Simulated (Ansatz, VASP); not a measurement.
H: VASP beside Ansatz

```
H
1.0
    -1.69153    1.69153    2.05847
     1.69153   -1.69153    2.05847
     1.69153    1.69153   -2.05847
H
2
Direct
  0.09014 0.09014 0.00000
  0.90986 0.90986 0.00000
```

Alike in both runs: task single point; functional PBE; k mesh 11 × 11 × 11; occupations fermi-dirac, width 0.05 eV; no spin polarisation.

|  | VASP | Ansatz |
| --- | --- | --- |
| version | VASP 6.6.1 | Ansatz 0.2.0 |
| potentials or method | VASP PAW PBE potentials, release 64 (H) | Ansatz PAW |
| plane-wave cutoff (eV) | 520 | 420 |
| valence electrons in the cell | 2 | 2 |

Ansatz gave:

- gap on the k mesh at the Fermi level (eV): 9.05
- least direct gap on the mesh (eV): 9.84
- pressure (GPa): 0.9
- largest component of the traceless stress (GPa): 0.96
- rms of the force components (eV/Å): 0.160

Problem. Which values does VASP return?

Solution. gap on the k mesh at the Fermi level (eV): 9.05; least direct gap on the mesh (eV): 9.84; pressure (GPa): 0.6; largest component of the traceless stress (GPa): 0.88; rms of the force components (eV/Å): 0.152.

Atom by atom the forces differ by 0.007 eV/Å (rms over components). The functional is the same, so the differences come from potentials, cutoffs and numerics.

Caveats: an odd mesh through Γ misses points on the zone boundary, where band edges often lie (VASP); odd divisions of the mesh miss points on the zone boundary, where band edges often lie, so the gap on the mesh can be too wide (Ansatz).
